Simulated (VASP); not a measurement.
# Si (Fd-3m) in VASP: further runs, part 2 of 2

VASP 6.6.1.

## (4) Single point, PBE (grid = ENCUT=350 dk=0.45 cell=3x3x2 ISMEAR=0 SIGMA=0.05 LREAL=False EDIFF=1e-06)

File INCAR:

```
SYSTEM = Si
  PREC = Accurate
  ENCUT = 350
  EDIFF = 1E-6
  ISMEAR = 0
  SIGMA = 0.05
  LREAL = .False.
  LASPH = .True.
  NELM = 120
  ALGO = Fast
  ISIF = 2
  LWAVE = .False.
  LCHARG = .False.
  GGA = PE
  NBANDS = 84
  NCORE = 1
  KPAR = 2
```

File KPOINTS:

```
regular mesh
0
Gamma
  2 2 3
  0 0 0
```

File POSCAR:

```
Si
1.0
    0.0000000000      8.1655535595      8.1655535595
    8.1655535595      0.0000000000      8.1655535595
    5.4437023730      5.4437023730      0.0000000000
Si
36
Direct
    0.1666666667      0.1666666667      0.2500000000
    0.1666666667      0.1666666667      0.7500000000
    0.1666666667      0.5000000000      0.2500000000
    0.1666666667      0.5000000000      0.7500000000
    0.1666666667      0.8333333333      0.2500000000
    0.1666666667      0.8333333333      0.7500000000
    0.5000000000      0.1666666667      0.2500000000
    0.5000000000      0.1666666667      0.7500000000
    0.5000000000      0.5000000000      0.2500000000
    0.5000000000      0.5000000000      0.7500000000
    0.5000000000      0.8333333333      0.2500000000
    0.5000000000      0.8333333333      0.7500000000
    0.8333333333      0.1666666667      0.2500000000
    0.8333333333      0.1666666667      0.7500000000
    0.8333333333      0.5000000000      0.2500000000
    0.8333333333      0.5000000000      0.7500000000
    0.8333333333      0.8333333333      0.2500000000
    0.8333333333      0.8333333333      0.7500000000
    0.2500000000      0.2500000000      0.3750000000
    0.2500000000      0.2500000000      0.8750000000
    0.2500000000      0.5833333333      0.3750000000
    0.2500000000      0.5833333333      0.8750000000
    0.2500000000      0.9166666667      0.3750000000
    0.2500000000      0.9166666667      0.8750000000
    0.5833333333      0.2500000000      0.3750000000
    0.5833333333      0.2500000000      0.8750000000
    0.5833333333      0.5833333333      0.3750000000
    0.5833333333      0.5833333333      0.8750000000
    0.5833333333      0.9166666667      0.3750000000
    0.5833333333      0.9166666667      0.8750000000
    0.9166666667      0.2500000000      0.3750000000
    0.9166666667      0.2500000000      0.8750000000
    0.9166666667      0.5833333333      0.3750000000
    0.9166666667      0.5833333333      0.8750000000
    0.9166666667      0.9166666667      0.3750000000
    0.9166666667      0.9166666667      0.8750000000
```

Potentials or basis: VASP PAW PBE potentials, release 64 (Si).

On the command line:

```console
$ cat potpaw_PBE.64/Si/POTCAR > POTCAR
$ mpirun -np 4 vasp_std > vasp.out
```

OUTCAR:

```text
SYSTEM = Si
   PREC = Accurate
   ENCUT = 350
   EDIFF = 1E-6
   ISMEAR = 0
   LREAL = .False.
   LASPH = .True.
   NELM = 120
   ISIF = 2
   GGA = PE

 Found      6 irreducible k-points:

 Following reciprocal coordinates:
            Coordinates               Weight
  0.000000  0.000000  0.000000      1.000000
  0.500000  0.000000  0.000000      2.000000
  0.500000  0.500000  0.000000      1.000000
  0.000000  0.000000  0.333333      2.000000
  0.500000  0.000000  0.333333      4.000000
  0.500000  0.500000  0.333333      2.000000
   k-points           NKPTS =      6   k-points in BZ     NKDIM =      6   number of bands    NBANDS=     84
   number of dos      NEDOS =    301   number of ions     NIONS =     36
   total plane-waves  NPLWV = 235200
   dimension x,y,z NGX =    70 NGY =   70 NGZ =   48
   dimension x,y,z NGXF=   140 NGYF=  140 NGZF=   96
   ions per type =              36
   NGX,Y,Z   is equivalent  to a cutoff of  10.08, 10.08, 10.37 a.u.
   NGXF,Y,Z  is equivalent  to a cutoff of  20.15, 20.15, 20.73 a.u.
 SYSTEM =  Si
   PREC   = accura    normal or accurate (medium, high low for compatibility)
   ISTART =      0    job   : 0-new  1-cont  2-samecut
   ICHARG =      2    charge: 1-file 2-atom 10-const
   ISPIN  =      1    spin polarized calculation?
   LNONCOLLINEAR =      F non collinear calculations
   LSORBIT =      F    spin-orbit coupling
   LASPH  =      T    aspherical Exc in radial PAW
   ENCUT  =  350.0 eV  25.72 Ry    5.07 a.u.  17.62 17.62 11.74*2*pi/ulx,y,z
   NELM   =    120;   NELMIN=  2; NELMDL= -5     # of ELM steps
   EDIFF  = 0.1E-05   stopping-criterion for ELM
   LREAL  =      F    real-space projection
   EDIFFG = 0.1E-04   stopping-criterion for IOM
   NSW    =      0    number of steps for IOM
   IBRION =     -1    ionic relax: 0-MD 1-quasi-New 2-CG
   NFREE  =      0    steps in history (QN), initial steepest desc. (CG)
   ISIF   =      2    stress and relaxation
   ISYM   =      2    0-nonsym 1-usesym 2-fastsym
   POTIM  = 0.5000    time-step for ionic-motion
   TEBEG  =    0.0;   TEEND  =   0.0 temperature during run
   PSTRESS=    0.0 pullay stress
   NELECT =     144.0000    total number of electrons
   NUPDOWN=      -1.0000    fix difference up-down
   EMIN   =  10.00;   EMAX   =-10.00  energy-range for DOS
   EFERMI =   0.00;   METHOD = LEGACY
   ISMEAR =     0;   SIGMA  =   0.05  broadening in eV -4-tet -1-fermi 0-gaus
   EFERMI_NEDOS =   21; number of points for ismear=-14 and -15
   IALGO  =     68    algorithm
   IMIX   =      4    mixing-type and parameters
     AMIX     =   0.40;   BMIX     =  1.00
     AMIX_MAG =   1.60;   BMIX_MAG =  1.00
  volume/ion in A,a.u.               =      20.16       136.08
  Fermi-wavevector in a.u.,A,eV,Ry     =   0.954766  1.804247 12.402783  0.911579
  Thomas-Fermi vector in A             =   2.083543
   LORBIT       =      0    0 simple, 1 ext, 2 COOP (PROOUT), +10 PAW based schemes
   GGA     = PE    functional components
   LHFCALC =     F    Hartree Fock is set to
   AEXX    =    0.0000 exact exchange contribution
   IVDW    =     0    specifies the selected vdW correction
   LEPSILON=     F    determine dielectric tensor
   LRPA    =     F    only Hartree local field effects (RPA)
 non-spin polarized calculation
 RMM-DIIS sequential band-by-band and
 Gauss-broadening in eV      SIGMA  =   0.05
  energy-cutoff  :      350.00
  volume of cell :      725.93
 maximum number of plane-waves:     10855
   NGX = 35   NGY = 35   NGZ = 23

 number of electron     143.9999994 magnetization

 Free energy of the ion-electron system (eV)
  ---------------------------------------------------
  ext. energy  EPLUGINS =         0.00000000
  ---------------------------------------------------
  free energy    TOTEN  =      -194.79377281 eV

  energy without entropy =     -194.79377281  energy(sigma->0) =     -194.79377281

 E-fermi :   6.0293     XC(G=0):  -9.3766

 val. band max:        5.7621962581   @ k =   0.0000   0.0000   0.0000
 cond. band min:       6.4853002516   @ k =   0.5000   0.5000   0.0000
 fundamental gap:      0.7231039935
 Fermi energy:         6.0293492515

 k-point     1 :       0.0000    0.0000    0.0000
  band No.  band energies     occupation
      1      -6.1484      2.00000
      2      -4.7806      2.00000
      3      -4.7806      2.00000
      4      -4.7806      2.00000
      5      -4.7806      2.00000
      6      -4.2557      2.00000
[... 76 lines left out ...]
     83       7.5020      0.00000
     84       7.5037      0.00000

 k-point     2 :       0.5000    0.0000    0.0000
  band No.  band energies     occupation
      1      -5.7894      2.00000
      2      -5.7894      2.00000
      3      -4.8570      2.00000
      4      -4.8570      2.00000
      5      -4.0566      2.00000
      6      -4.0566      2.00000
[... 76 lines left out ...]
     83       7.8126      0.00000
     84       8.1027      0.00000

 k-point     3 :       0.5000    0.5000    0.0000
  band No.  band energies     occupation
      1      -5.6672      2.00000
      2      -5.6672      2.00000
      3      -5.2048      2.00000
      4      -5.2048      2.00000
      5      -4.0566      2.00000
      6      -4.0566      2.00000
[... 76 lines left out ...]
     83       7.8032      0.00000
     84       7.8033      0.00000

 k-point     4 :       0.0000    0.0000    0.3333
  band No.  band energies     occupation
      1      -5.7894      2.00000
      2      -4.8570      2.00000
      3      -4.8570      2.00000
      4      -4.8570      2.00000
      5      -4.7806      2.00000
      6      -4.7806      2.00000
[... 76 lines left out ...]
     83       7.7293      0.00000
     84       7.7413      0.00000

 k-point     5 :       0.5000    0.0000    0.3333
  band No.  band energies     occupation
      1      -5.6672      2.00000
      2      -5.2048      2.00000
      3      -5.2048      2.00000
      4      -4.8570      2.00000
      5      -4.8570      2.00000
      6      -4.0566      2.00000
[... 76 lines left out ...]
     83       8.5110      0.00000
     84       8.5866      0.00000

 k-point     6 :       0.5000    0.5000    0.3333
  band No.  band energies     occupation
      1      -5.7894      2.00000
      2      -5.2048      2.00000
      3      -4.8570      2.00000
      4      -4.8570      2.00000
      5      -4.8570      2.00000
      6      -4.0566      2.00000
[... 76 lines left out ...]
     83       8.5492      0.00000
     84       8.5616      0.00000

------------------------ aborting loop because EDIFF is reached ----------------------------------------

  FORCE on cell =-STRESS in cart. coord.  units (eV):
  Direction    XX          YY          ZZ          XY          YZ          ZX
  --------------------------------------------------------------------------------------
  -------------------------------------------------------------------------------------
  Total        5.8135825      5.8135825      5.8135727      0.0000921      0.0003990      0.0003990
  in kB       12.8309493     12.8309493     12.8309276      0.0002033      0.0008805      0.0008805
  external PRESSURE =      12.8309421 kB  Pullay stress =       0.0000000 kB

 VOLUME and BASIS-vectors are now :
 -----------------------------------------------------------------------------
  energy-cutoff  :      350.00
  volume of cell :      725.93
      direct lattice vectors                 reciprocal lattice vectors
     0.000000000  8.165553559  8.165553559    -0.061232836  0.061232836  0.061232836
     8.165553559  0.000000000  8.165553559     0.061232836 -0.061232836  0.061232836
     5.443702373  5.443702373  0.000000000     0.091849254  0.091849254 -0.091849254

 POSITION                                       TOTAL-FORCE (eV/Angst)
 -----------------------------------------------------------------------------------
      2.72185      2.72185      2.72185        -0.000016     -0.000016      0.000003
      5.44370      5.44370      2.72185        -0.000016     -0.000016      0.000003
      5.44370      2.72185      5.44370        -0.000016     -0.000016      0.000003
      8.16555      5.44370      5.44370        -0.000016     -0.000016      0.000003
      8.16555      2.72185      8.16555        -0.000016     -0.000016      0.000003
     10.88740      5.44370      8.16555        -0.000016     -0.000016      0.000003
[... 28 lines left out ...]
      9.52648      9.52648     14.97018         0.000016      0.000016     -0.000003
     12.24833     12.24833     14.97018         0.000016      0.000016     -0.000003
 -----------------------------------------------------------------------------------
    total drift:                                0.000000      0.000000      0.000001

  FREE ENERGIE OF THE ION-ELECTRON SYSTEM (eV)
  ---------------------------------------------------
  free  energy   TOTEN  =      -194.7937728110 eV

  energy  without entropy=     -194.7937728110  energy(sigma->0) =     -194.79377281
```

It took 2.1 min on 4 MPI ranks of Intel Xeon Platinum 8559C (Emerald Rapids), shared host; peak memory 0.39 GiB.

These settings aren't checked as converged: the numbers below hold their error.

Results:

| Item | Value |
| --- | --- |
| Free energy | -194.7938 eV |
| Pressure | 1.3 GPa |
| Band gap on the k mesh | 0.72 eV |

Caveat: an odd mesh through Γ misses points on the zone boundary, where band edges often lie.

## (5) Single point, PBE (grid = ENCUT=350 dk=0.45 cell=3x3x2 ISMEAR=0 SIGMA=0.02 LREAL=Auto EDIFF=1e-06)

INCAR: that of step 4 with these lines changed.

```diff
@@ -5,4 +5,4 @@
   ISMEAR = 0
-  SIGMA = 0.05
-  LREAL = .False.
+  SIGMA = 0.02
+  LREAL = Auto
   LASPH = .True.
```

KPOINTS is that of step 4.

POSCAR is that of step 4.

Potentials or basis: VASP PAW PBE potentials, release 64 (Si).

On the command line:

```console
$ cat potpaw_PBE.64/Si/POTCAR > POTCAR
$ mpirun -np 4 vasp_std > vasp.out
```

OUTCAR:

```text
SYSTEM = Si
   PREC = Accurate
   ENCUT = 350
   EDIFF = 1E-6
   ISMEAR = 0
   LREAL = Auto
   LASPH = .True.
   NELM = 120
   ISIF = 2
   GGA = PE

 Found      6 irreducible k-points:

 Following reciprocal coordinates:
            Coordinates               Weight
  0.000000  0.000000  0.000000      1.000000
  0.500000  0.000000  0.000000      2.000000
  0.500000  0.500000  0.000000      1.000000
  0.000000  0.000000  0.333333      2.000000
  0.500000  0.000000  0.333333      4.000000
  0.500000  0.500000  0.333333      2.000000
   k-points           NKPTS =      6   k-points in BZ     NKDIM =      6   number of bands    NBANDS=     84
   number of dos      NEDOS =    301   number of ions     NIONS =     36
   total plane-waves  NPLWV = 235200
   dimension x,y,z NGX =    70 NGY =   70 NGZ =   48
   dimension x,y,z NGXF=   140 NGYF=  140 NGZF=   96
   ions per type =              36
   NGX,Y,Z   is equivalent  to a cutoff of  10.08, 10.08, 10.37 a.u.
   NGXF,Y,Z  is equivalent  to a cutoff of  20.15, 20.15, 20.73 a.u.
 SYSTEM =  Si
   PREC   = accura    normal or accurate (medium, high low for compatibility)
   ISTART =      0    job   : 0-new  1-cont  2-samecut
   ICHARG =      2    charge: 1-file 2-atom 10-const
[... 64 lines left out ...]
  band No.  band energies     occupation
      1      -6.1486      2.00000
      2      -4.7808      2.00000
      3      -4.7808      2.00000
      4      -4.7808      2.00000
      5      -4.7808      2.00000
      6      -4.2559      2.00000
[... 511 lines left out ...]
     83       8.5515      0.00000
     84       8.5639      0.00000

------------------------ aborting loop because EDIFF is reached ----------------------------------------

  FORCE on cell =-STRESS in cart. coord.  units (eV):
  Direction    XX          YY          ZZ          XY          YZ          ZX
  --------------------------------------------------------------------------------------
  -------------------------------------------------------------------------------------
  Total        5.8190878      5.8190878      5.8309060      0.0102400     -0.0235938     -0.0235939
  in kB       12.8430998     12.8430998     12.8691833      0.0226003     -0.0520731     -0.0520732
  external PRESSURE =      12.8517943 kB  Pullay stress =       0.0000000 kB

 VOLUME and BASIS-vectors are now :
 -----------------------------------------------------------------------------
  energy-cutoff  :      350.00
  volume of cell :      725.93
      direct lattice vectors                 reciprocal lattice vectors
     0.000000000  8.165553559  8.165553559    -0.061232836  0.061232836  0.061232836
     8.165553559  0.000000000  8.165553559     0.061232836 -0.061232836  0.061232836
     5.443702373  5.443702373  0.000000000     0.091849254  0.091849254 -0.091849254

 POSITION                                       TOTAL-FORCE (eV/Angst)
 -----------------------------------------------------------------------------------
      2.72185      2.72185      2.72185         0.000228      0.000228     -0.000114
      5.44370      5.44370      2.72185         0.000228      0.000228     -0.000114
      5.44370      2.72185      5.44370         0.000228      0.000228     -0.000114
      8.16555      5.44370      5.44370         0.000228      0.000228     -0.000114
      8.16555      2.72185      8.16555         0.000228      0.000228     -0.000114
     10.88740      5.44370      8.16555         0.000228      0.000228     -0.000114
[... 28 lines left out ...]
      9.52648      9.52648     14.97018        -0.000228     -0.000228      0.000114
     12.24833     12.24833     14.97018        -0.000228     -0.000228      0.000114
 -----------------------------------------------------------------------------------
    total drift:                                0.000000      0.000000      0.000001

  FREE ENERGIE OF THE ION-ELECTRON SYSTEM (eV)
  ---------------------------------------------------
  free  energy   TOTEN  =      -194.8048971062 eV

  energy  without entropy=     -194.8048971062  energy(sigma->0) =     -194.80489711
```

OSZICAR:

```text
N       E                     dE             d eps       ncg     rms          rms(c)
DAV:   1     0.327727290011E+03    0.32773E+03   -0.44140E+04  1008   0.103E+03
DAV:   2    -0.162606040191E+03   -0.49033E+03   -0.46926E+03  1244   0.175E+02
DAV:   3    -0.197090700853E+03   -0.34485E+02   -0.33472E+02  1208   0.427E+01
DAV:   4    -0.198010274697E+03   -0.91957E+00   -0.91516E+00  1184   0.840E+00
DAV:   5    -0.198040487213E+03   -0.30213E-01   -0.30162E-01  1208   0.141E+00    0.207E+01
RMM:   6    -0.195791156850E+03    0.22493E+01   -0.12307E+00  1028   0.253E+00    0.126E+01
RMM:   7    -0.194752692354E+03    0.10385E+01   -0.33110E+00  1076   0.428E+00    0.705E-01
RMM:   8    -0.194792323412E+03   -0.39631E-01   -0.33871E-01  1117   0.158E+00    0.360E-01
RMM:   9    -0.194802824070E+03   -0.10501E-01   -0.85806E-02  1130   0.744E-01    0.379E-01
RMM:  10    -0.194804195269E+03   -0.13712E-02   -0.13783E-02  1183   0.347E-01    0.366E-01
RMM:  11    -0.194805116571E+03   -0.92130E-03   -0.45626E-03  1135   0.193E-01    0.165E-01
RMM:  12    -0.194804841326E+03    0.27525E-03   -0.33936E-03  1131   0.155E-01    0.547E-02
RMM:  13    -0.194804890075E+03   -0.48749E-04   -0.29035E-04  1141   0.583E-02    0.723E-02
RMM:  14    -0.194804887327E+03    0.27480E-05   -0.60662E-05  1204   0.252E-02    0.920E-02
RMM:  15    -0.194804896319E+03   -0.89927E-05   -0.17391E-05  1175   0.142E-02    0.390E-02
RMM:  16    -0.194804897106E+03   -0.78695E-06   -0.81228E-06  1059   0.842E-03
   1 F= -.19480490E+03 E0= -.19480490E+03  d E =-.950068E-17
```

Run time: 1.9 min. Hardware: 4 MPI ranks of Intel Xeon Platinum 8559C (Emerald Rapids), shared host; peak memory 0.38 GiB.

The run converged, but some of its settings lie outside the range that counts as converged, so its numbers aren't taken as properties of the crystal.

What came out:

| Item | Value |
| --- | --- |
| Free energy | -194.8049 eV |
| Pressure | 1.3 GPa |
| Band gap on the k mesh | 0.72 eV |

Caveat: an odd mesh through Γ misses points on the zone boundary, where band edges often lie.
